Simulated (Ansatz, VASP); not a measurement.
## SnSe: VASP beside Ansatz

File POSCAR:

```
SnSe
1.0
    0.0000000000      2.8595000000      2.8595000000
    2.8595000000      0.0000000000      2.8595000000
    2.8595000000      2.8595000000      0.0000000000
Sn Se
1 1
Direct
    0.0000000000      0.0000000000      0.0000000000
    0.5000000000      0.5000000000      0.5000000000
```

Contents of INCAR.step1:

```
PREC = Accurate
ENCUT = 520
ISMEAR = 0
SIGMA = 0.05
LREAL = False
LASPH = True
NELM = 100
NBANDS = 17
GGA = PE
ALGO = Normal
EDIFF = 1E-4
LWAVE = True
LCHARG = False
```

Contents of INCAR.step2:

```
PREC = Accurate
ENCUT = 520
EDIFF = 1E-6
ISMEAR = 0
SIGMA = 0.05
LREAL = False
LASPH = True
NELM = 100
ALGO = Normal
ISIF = 2
LWAVE = False
LCHARG = False
METAGGA = R2SCAN
LMIXTAU = True
NBANDS = 17
ISTART = 1
```

Contents of KPOINTS:

```
regular mesh
0
Gamma
  10 10 10
```

Input for Ansatz:

```yaml
crystal:
  lattice:
    - [0.0, 2.8595, 2.8595]
    - [2.8595, 0.0, 2.8595]
    - [2.8595, 2.8595, 0.0]
  atoms:
    - { symbol: Sn, position: [0.0, 0.0, 0.0] }
    - { symbol: Se, position: [0.5, 0.5, 0.5] }
basis:
  ecutwfc: 500
kpoints:
  mp_grid: { grid: [10, 10, 10] }
hamiltonian:
  xc: r2scan
scf:
  occupations: { method: gaussian, width: 0.05 }
output:
  forces: true
  stress: true
  eigenvalues: true
```

Change from the starting cell: strain -0.050 along x and y, -0.050 along z, atoms carried along.

Alike in both runs: task single point; functional r2SCAN; k mesh 10 × 10 × 10; occupations gaussian, width 0.05 eV; no spin polarisation.

|  | VASP | Ansatz |
| --- | --- | --- |
| version | VASP 6.6.1 | Ansatz 0.2.0 |
| potentials or method | VASP PAW PBE potentials, release 64 (Sn_d, Se) | scalar-relativistic, plane waves, PAW |
| plane-wave cutoff (eV) | 520 | 500 |
| valence electrons in the cell | 20 | 30 |

|  | VASP | Ansatz | Ansatz less VASP |
| --- | --- | --- | --- |
| gap on the k mesh at the Fermi level (eV) | 0.42 | 0.42 | 0.000 |
| least direct gap on the mesh (eV) | 0.65 | 0.65 | 0.000 |
| pressure (GPa) | 11.3 | 11.3 | -0.06 |

With one functional, cell and mesh, what is left measures potentials, basis and numerics. The two sets of potentials don't hold the same shells in valence.

Caveats: the PAW data sets were made with another functional, which shifts forces and pressure a little (VASP); spin-orbit coupling is left out, which moves the levels of the heavy elements.
